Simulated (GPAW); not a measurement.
# Na (Im-3m) in GPAW: settings compared

One crystal, Na, is run at these levels: SCAN+D3, r2SCAN; tasks: equation of state.

Everything below comes from runs of GPAW 26.7.0. Logs are shortened: lines on timing, memory, paths and dates and some standing lists are left out, and cuts for length are marked. The log counts tension as positive stress, the text compression.

**1. The structure**

The structure is cubic, space group Im-3m (No. 229). Conventional cell: a = 4.282 Å, b = 4.282 Å, c = 4.282 Å, α = 90.00°, β = 90.00°, γ = 90.00°. Around Na (site symmetry m-3m) lie 8 Na at 3.71 Å.

**2. Equation of state, SCAN+D3**

File run.py:

```python
from ase.calculators.mixing import SumCalculator
from ase.eos import EquationOfState
from ase.io import Trajectory, read
from ase.units import GPa
from dftd3.ase import DFTD3
from gpaw import GPAW, PW

atoms = read('Na.cif')

traj = Trajectory('eos.traj', 'w')
volumes, energies = [], []
for x in [0.94, 0.96, 0.98, 1.0, 1.02, 1.04, 1.06]:
    a = atoms.copy()
    a.set_cell(atoms.cell * x**(1 / 3), scale_atoms=True)
    calc = GPAW(mode=PW(800),
                xc='MGGA_X_SCAN+MGGA_C_SCAN',
                kpts={'size': (7, 7, 7), 'gamma': True},
                occupations={'name': 'fermi-dirac', 'width': 0.05},
                nbands=10,
                convergence={'density': 1e-05, 'energy': 1e-05},
                maxiter=150,
                txt=f'eos-{x:.2f}.txt')
    a.calc = SumCalculator([calc, DFTD3(method='scan', damping='d3zero')])
    energies.append(a.get_potential_energy())
    volumes.append(a.get_volume())
    p = -a.get_stress()[:3].mean() / GPa
    calc.write(f'eos-{x:.2f}.gpw')
    traj.write(a)
    print(f'{x:.2f} {volumes[-1]:10.4f} A^3 {energies[-1]:14.6f} eV {p:9.3f} GPa', flush=True)

v0, e0, B = EquationOfState(volumes, energies, eos='birchmurnaghan').fit()
print(f'V0 = {v0:.4f} A^3, E0 = {e0:.6f} eV, B0 = {B / GPa:.2f} GPa')
```

File Na.cif:

```cif
data_Na
_cell_length_a 3.70832078
_cell_length_b 3.70832078
_cell_length_c 3.70832078
_cell_angle_alpha 109.47122063
_cell_angle_beta 109.47122063
_cell_angle_gamma 109.47122063
_space_group_name_H-M_alt 'P1'
_space_group_name_Hall 'P 1'
_space_group_IT_number 1
loop_
_space_group_symop_operation_xyz
'x,y,z'
loop_
_atom_site_label
_atom_site_type_symbol
_atom_site_symmetry_multiplicity
_atom_site_Wyckoff_symbol
_atom_site_fract_x
_atom_site_fract_y
_atom_site_fract_z
_atom_site_occupancy
Na1 Na 1 a 0.0000000000 0.0000000000 0.0000000000 1
```

Potentials or basis: GPAW PAW data sets (gpaw-data 1.2.1), pw.

Launch:

```sh
> OMP_NUM_THREADS=1 python run.py
```

Standard output:

```text
__  _  _
 | _ |_)|_||  |
 |__||  | ||/\| - 26.7.0

Input parameters:
  mode=PW(ecut=800.0),
  convergence={'density': 1e-05, 'energy': 1e-05},
  kpts=MonkhorstPack(size=(7, 7, 7), gamma=True),
  maxiter=150,
  nbands=10,
  occupations=Occupations(name='fermi-dirac', width=0.05),
  xc=XC(name='MGGA_X_SCAN+MGGA_C_SCAN')

Diagonalizing LCAO Hamiltonian
Converting LCAO to pw mode

       Na

Atoms  # Å, Bohr magnetons
|   | symbol |        x |        y |        z |    initial magnetic moments |
|---|--------|----------|----------|----------|-----------------------------|
| 0 |     Na | 0.000000 | 0.000000 | 0.000000 | ( 0.0000,  0.0000,  0.0000) |

Unit cell  # Å
| periodic |         x |         y |        z |  lengths |     angles |
|----------|-----------|-----------|----------|----------|------------|
|      yes |  3.632620 |  0.000000 | 0.000000 | 3.632620 | 109.471221 |
|      yes | -1.210873 |  3.424867 | 0.000000 | 3.632620 | 109.471221 |
|      yes | -1.210873 | -1.712433 | 2.966021 | 3.632620 | 109.471221 |

Number of symmetries: 48
Symmetry operations  # r_c * U_cc + t_c -> r_c
|    | kind |            matrix            |
|----|------|------------------------------|
|  0 |  σ   |  1, 1, 1,  0, 0,-1,  0,-1, 0 |
|  1 |  C4  |  1, 1, 1,  0, 0,-1, -1, 0, 0 |
|  2 |  C2  |  1, 1, 1,  0,-1, 0,  0, 0,-1 |
|  3 |  S6  |  1, 1, 1,  0,-1, 0, -1, 0, 0 |
|  4 |  S6  |  1, 1, 1, -1, 0, 0,  0, 0,-1 |
|  5 |  C4  |  1, 1, 1, -1, 0, 0,  0,-1, 0 |
|  6 |  E   |  1, 0, 0,  0, 1, 0,  0, 0, 1 |
|  7 |  σ   |  1, 0, 0,  0, 1, 0, -1,-1,-1 |
|  8 |  σ   |  1, 0, 0,  0, 0, 1,  0, 1, 0 |
|  9 |  C3  |  1, 0, 0,  0, 0, 1, -1,-1,-1 |
| 10 |  C3  |  1, 0, 0, -1,-1,-1,  0, 1, 0 |
| 11 |  σ   |  1, 0, 0, -1,-1,-1,  0, 0, 1 |
| 12 |  σ   |  0, 1, 0,  1, 0, 0,  0, 0, 1 |
| 13 |  C2  |  0, 1, 0,  1, 0, 0, -1,-1,-1 |
| 14 |  C3  |  0, 1, 0,  0, 0, 1,  1, 0, 0 |
| 15 |  S4  |  0, 1, 0,  0, 0, 1, -1,-1,-1 |
| 16 |  S4  |  0, 1, 0, -1,-1,-1,  1, 0, 0 |
| 17 |  C3  |  0, 1, 0, -1,-1,-1,  0, 0, 1 |
| 18 |  C3  |  0, 0, 1,  1, 0, 0,  0, 1, 0 |
| 19 |  S4  |  0, 0, 1,  1, 0, 0, -1,-1,-1 |
| 20 |  σ   |  0, 0, 1,  0, 1, 0,  1, 0, 0 |
| 21 |  C3  |  0, 0, 1,  0, 1, 0, -1,-1,-1 |
| 22 |  C2  |  0, 0, 1, -1,-1,-1,  1, 0, 0 |
| 23 |  S4  |  0, 0, 1, -1,-1,-1,  0, 1, 0 |
| 24 |  C4  |  0, 0,-1,  1, 1, 1,  0,-1, 0 |
| 25 |  σ   |  0, 0,-1,  1, 1, 1, -1, 0, 0 |
| 26 |  S6  |  0, 0,-1,  0,-1, 0,  1, 1, 1 |
| 27 |  C2  |  0, 0,-1,  0,-1, 0, -1, 0, 0 |
| 28 |  C4  |  0, 0,-1, -1, 0, 0,  1, 1, 1 |
| 29 |  S6  |  0, 0,-1, -1, 0, 0,  0,-1, 0 |
| 30 |  S6  |  0,-1, 0,  1, 1, 1,  0, 0,-1 |
| 31 |  C4  |  0,-1, 0,  1, 1, 1, -1, 0, 0 |
| 32 |  C4  |  0,-1, 0,  0, 0,-1,  1, 1, 1 |
| 33 |  S6  |  0,-1, 0,  0, 0,-1, -1, 0, 0 |
| 34 |  σ   |  0,-1, 0, -1, 0, 0,  1, 1, 1 |
| 35 |  C2  |  0,-1, 0, -1, 0, 0,  0, 0,-1 |
| 36 |  C2  | -1, 0, 0,  1, 1, 1,  0, 0,-1 |
| 37 |  S6  | -1, 0, 0,  1, 1, 1,  0,-1, 0 |
| 38 |  S6  | -1, 0, 0,  0, 0,-1,  1, 1, 1 |
| 39 |  C2  | -1, 0, 0,  0, 0,-1,  0,-1, 0 |
| 40 |  C2  | -1, 0, 0,  0,-1, 0,  1, 1, 1 |
| 41 |  i   | -1, 0, 0,  0,-1, 0,  0, 0,-1 |
| 42 |  S4  | -1,-1,-1,  1, 0, 0,  0, 1, 0 |
| 43 |  C3  | -1,-1,-1,  1, 0, 0,  0, 0, 1 |
| 44 |  C3  | -1,-1,-1,  0, 1, 0,  1, 0, 0 |
| 45 |  σ   | -1,-1,-1,  0, 1, 0,  0, 0, 1 |
| 46 |  S4  | -1,-1,-1,  0, 0, 1,  1, 0, 0 |
| 47 |  C2  | -1,-1,-1,  0, 0, 1,  0, 1, 0 |

BZ-sampling:
  Number of BZ points: 343
  Number of IBZ points: 20

  Monkhorst-Pack size: [7, 7, 7]
  Monkhorst-Pack shift: [0, 0, 0]

K-points  # in reciprocal-cell coordinates
|     |                                coordinates |     weight |
|-----|--------------------------------------------|------------|
|   0 | (  0.00000000,   0.00000000,   0.00000000) | 0.00291545 |
|   1 | (  0.14285714,   0.00000000,   0.00000000) | 0.03498542 |
|   2 | (  0.14285714,   0.14285714,  -0.14285714) | 0.01749271 |
|   3 | (  0.28571429,   0.00000000,  -0.14285714) | 0.06997085 |
|   4 | (  0.28571429,   0.00000000,   0.00000000) | 0.03498542 |
|   5 | (  0.28571429,   0.14285714,  -0.14285714) | 0.06997085 |
|   6 | (  0.28571429,   0.28571429,  -0.28571429) | 0.01749271 |
|   7 | (  0.28571429,   0.28571429,   0.28571429) | 0.02332362 |
|   8 | (  0.42857143,  -0.14285714,  -0.14285714) | 0.02332362 |
|   9 | (  0.42857143,   0.00000000,  -0.14285714) | 0.13994169 |
| ... |                                            |            |
|  19 | (  0.42857143,   0.42857143,   0.42857143) | 0.02332362 |

Plane wave coefficients: 1913
Cutoff: 800.0 eV

Spin-components: 1 (collinear spins)
Bands:           10
Projectors:      5
Spin-degeneracy: 2
Datatype:        complex128

Parallelization:
  kpt:    1
  domain: 1
  band:   1

Density:
  Valence electrons: 7.0
  Components: 1
  Grid points: [24 24 24]
  Charge: 0.0  # |e|

Potential:
  Grid points: [24 24 24]

species:
  Na:
    name:    Sodium
    Z:       11.0
    valence: 7
    core:    4
    charge:  0.0  # [|e|]
    compensation charges:
      type: gauss
      rc: 0.37  # [Å]
      lmax: 2
    cutoffs:
      filter: 2.17  # [Å]
      core: 2.59  # [Å]
    projectors
    | kind |    occ | energy [eV] | rcut [Å] |
    |------|--------|-------------|----------|
    |   3s |  1.000 |      -2.744 |    1.201 |
    |   2p |  6.000 |     -28.672 |    1.217 |
    |   3p |  0.000 |      -0.743 |    1.217 |
    |    s |        |      24.468 |    1.201 |
    |    d |        |       0.000 |    1.238 |

    Using partial waves for Na as LCAO basis

Reference energy: -4418.610498  # eV

eigensolver:
  PPCG
  Converge bands: occupied
  niter=2

density mixing:
  MSR1-Mixer
  Pratt-step length: 0.05
  Maximum mixing coefficient: 0.75
  Old densities: 10
  SVD Regularization: 0.005
  Good broyden scale: 1.0
  Trust region scale: 1.0
  Backstep threshold: 4.0
  History deletion threshold: 6.0
  Fourier metric: weight=20.0, sigma=0.015

occupation numbers:
  Fermi-Dirac:
    width: 0.0500  # eV

poisson solver:
  ecut: 6400.0  # eV

xc functional:
  name: MGGA_X_SCAN+MGGA_C_SCAN with 2 nearest neighbor stencil

convergence criteria:
- Maximum integral of absolute [dens]ity change: 1e-05 electrons / valence electron
- Maximum [total energy] change in last 3 cyles: 1e-05 eV / valence electron
- Maximum integral of absolute [eigenst]ate change: 4e-08 eV^2 / valence electron
maximum number of iterations: 150

SCF iterations
|iter     | |      energy | eigst |  dens |
|---------|-|-------------|-------|-------|
|iter:   1| |   -4.193950 | -1.55 |       |
|iter:   2| |   -4.178500 | -1.53 | -1.69 |
|iter:   3| |   -4.180029 | -1.80 | -1.61 |
|iter:   4| |   -4.168678 | -2.56 | -1.65 |
|iter:   5| |   -4.167163 | -3.11 | -2.05 |
|iter:   6| |   -4.167296 | -3.93 | -2.86 |
|iter:   7| |   -4.167311 | -4.43 | -3.28 |
|iter:   8| |   -4.167303c| -4.83 | -3.84 |
|iter:   9| |   -4.167299c| -5.17 | -4.50 |
|iter:  10| |   -4.167296c| -5.38 | -4.54 |
|iter:  11| |   -4.167294c| -5.64 | -4.90 |
|iter:  12| |   -4.167293c| -5.86 | -4.75 |
|iter:  13| |   -4.167292c| -6.10 | -5.33c|
|iter:  14| |   -4.167292c| -6.33 | -4.95 |
|iter:  15| |   -4.167292c| -6.57 | -5.73c|
|iter:  16| |   -4.167292c| -6.78 | -5.16c|
|iter:  17| |   -4.167292c| -7.00 | -5.79c|
|iter:  18| |   -4.167292c| -7.24 | -5.36c|
|iter:  19| |   -4.167292c| -7.48c| -7.04c|

Converged in 19 steps
Energy contributions relative to reference atoms: (reference = -4418.610498)

Energy contributions:
  Kinetic:           6.160511
  Coulomb:          -5.384164
  Zero:             -0.024815
  External:          0.000000
  Xc:               -4.916428
  Entropy:          -0.004790
  Spinorbit:         0.000000
  ----------------------------
  Free energy:      -4.169686
  Extrapolated:     -4.167292

dipole moment: (-1.123030, -1.588205, -2.750851)  # |e|*Ang

Fermi level: 0.234
Eigenvalues  # (at kpt = [0.000, 0.000, 0.000])
| band index |      eig [eV] | occ [0-2] |
|------------|---------------|-----------|
|          0 |       -25.720 |     2.000 |
|          1 |       -25.720 |     2.000 |
|          2 |       -25.720 |     2.000 |
|          3 |        -3.100 |     2.000 |
|          4 |        12.422 |     0.000 |
|          5 |        12.422 |     0.000 |
|          6 |        12.422 |     0.000 |
|          7 |        13.461 |     0.000 |
|          8 |        13.461 |     0.000 |
|          9 |        14.089 |     0.000 |

No gap
No difference between direct/indirect transitions

Stress tensor  # eV/Ang^3
|         x |         y |         z |
|-----------|-----------|-----------|
| -0.000377 |  0.000000 |  0.000000 |
|  0.000000 | -0.000377 |  0.000000 |
|  0.000000 |  0.000000 | -0.000377 |

# Writing to eos-0.94.gpw (mode='')
```

eos-0.98.txt:

```text
SCF iterations
|iter     | |      energy | eigst |  dens |
|---------|-|-------------|-------|-------|
|iter:   1| |   -4.196833 | -1.62 |       |
|iter:   2| |   -4.179337 | -1.54 | -1.69 |
|iter:   3| |   -4.189144 | -1.69 | -1.61 |
|iter:   4| |   -4.167056 | -1.69 | -1.07 |
|iter:   5| |   -4.166431 | -3.32 | -2.26 |
|iter:   6| |   -4.166411 | -3.42 | -2.66 |
[... 43 lines left out ...]
|          7 |        13.035 |     0.000 |
|          8 |        13.035 |     0.000 |
|          9 |        13.646 |     0.000 |

No gap
No difference between direct/indirect transitions

Stress tensor  # eV/Ang^3
|         x |         y |         z |
|-----------|-----------|-----------|
|  0.001541 | -0.000000 | -0.000000 |
| -0.000000 |  0.001541 | -0.000000 |
| -0.000000 | -0.000000 |  0.001541 |

# Writing to eos-0.98.gpw (mode='')
```

It took 3.8 min on 1 thread of Arm Neoverse V2, shared host; peak memory 0.41 GiB.

What came out:

```yaml
Equilibrium_volume: "36.17 Å³/atom (rough: see the caveat)"
Bulk_modulus: 8.1 GPa (rough)
```

Energy against volume, from the lowest point:
```
volume (Å³/atom)  energy (meV/atom)
          36.901               0.00
          37.686               1.16
          38.471               3.02
          39.256               5.52
          40.041               8.61
          40.827              12.22
          41.612              16.30
```

Caveat: the minimum lies outside the volumes run; the PAW data sets were made with another functional, which shifts forces and pressure a little.

**3. Equation of state, r2SCAN**

Edit run.py of step 2 so:

```diff
@@ -1,2 +1 @@
-from ase.calculators.mixing import SumCalculator
 from ase.eos import EquationOfState
@@ -4,6 +3,5 @@
 from ase.units import GPa
-from dftd3.ase import DFTD3
 from gpaw import GPAW, PW
 
-atoms = read('Na.cif')
+atoms = read('Na.xyz')
 
@@ -15,3 +13,3 @@
     calc = GPAW(mode=PW(800),
-                xc='MGGA_X_SCAN+MGGA_C_SCAN',
+                xc='MGGA_X_R2SCAN+MGGA_C_R2SCAN',
                 kpts={'size': (7, 7, 7), 'gamma': True},
@@ -22,4 +20,4 @@
                 txt=f'eos-{x:.2f}.txt')
-    a.calc = SumCalculator([calc, DFTD3(method='scan', damping='d3zero')])
-    energies.append(a.get_potential_energy())
+    a.calc = calc
+    energies.append(a.get_potential_energy(force_consistent=True))
     volumes.append(a.get_volume())
```

File Na.xyz:

```xyz
1
Lattice="-2.1410000000 2.1410000000 2.1410000000 2.1410000000 -2.1410000000 2.1410000000 2.1410000000 2.1410000000 -2.1410000000" Properties=species:S:1:pos:R:3 pbc="T T T"
Na     0.0000000000      0.0000000000      0.0000000000
```

Potentials or basis: GPAW PAW data sets (gpaw-data 1.2.1), pw.

Launch:

```sh
> OMP_NUM_THREADS=1 python run.py
```

Wall time 1.8 min (1 thread of Arm Neoverse V2, shared host); peak memory 0.42 GiB.

The run converged. Its results:

- Equilibrium volume: 37.72 Å³/atom (rough: see the caveat)
- Bulk modulus: 7.7 GPa (rough)

Energy against volume, from the lowest point:
| volume (Å³/atom) | energy (meV/atom) |
| --- | --- |
| 36.901 | 0.42 |
| 37.686 | 0.00 |
| 38.471 | 0.32 |
| 39.256 | 1.39 |
| 40.041 | 3.11 |
| 40.827 | 5.43 |
| 41.612 | 8.28 |

Caveat: the points scatter about the fit; the PAW data sets were made with another functional, which shifts forces and pressure a little.
